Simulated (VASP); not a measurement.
PbI2: equation of state with PBEsol

PbI2:

```xyz
3
Lattice="4.5550 0.0000 0.0000 -2.2775 3.9447 0.0000 0.0000 0.0000 6.9770" Properties=species:S:1:pos:R:3 pbc="T T T"
Pb    0.0000    0.0000    0.0000
I     2.2775    1.3149    5.1281
I     0.0000    2.6298    1.8489
```

* Program: VASP 6.6.1
* Task: equation of state
* Functional: PBEsol
* Potentials or basis: VASP PAW PBE potentials, release 64 (Pb_d, I)
* Cutoff: 520 eV
* k mesh: 7 × 7 × 4
* Occupations: fermi-dirac, width 0.05 eV
* Spin: no spin polarisation
* Ladder: free
* Further INCAR settings: ALGO = Normal; EDIFF = 1e-07; NBANDS = 21

The equilibrium volume is 41.90 Å³/atom. The bulk modulus at fixed shape and positions is 27 GPa and the pressure derivative of the bulk modulus is 4.7.

Energy against volume, from the lowest point:
| volume (Å³/atom) | energy (meV/atom) |
| --- | --- |
| 39.281 | 15.68 |
| 40.117 | 6.97 |
| 40.953 | 1.87 |
| 41.788 | 0.00 |
| 42.624 | 1.01 |
| 43.460 | 4.59 |
| 44.296 | 10.46 |

All runs of the series together: 7.7 min on 1 thread of Intel(R) Xeon(R) Platinum 8375C CPU @ 2.90GHz (Ice Lake), on a shared host.

Caveat: the cell was scaled at fixed shape and fractional positions, which overstates the stiffness of a crystal with free parameters, most of all of layers and chains; the PAW data sets were made with another functional, which shifts forces and pressure a little; this functional lacks dispersion, which binds the layers, so the pressure and a relaxed spacing across them are unreliable. The run has no spin-orbit coupling, so splittings on I, Pb are missing.
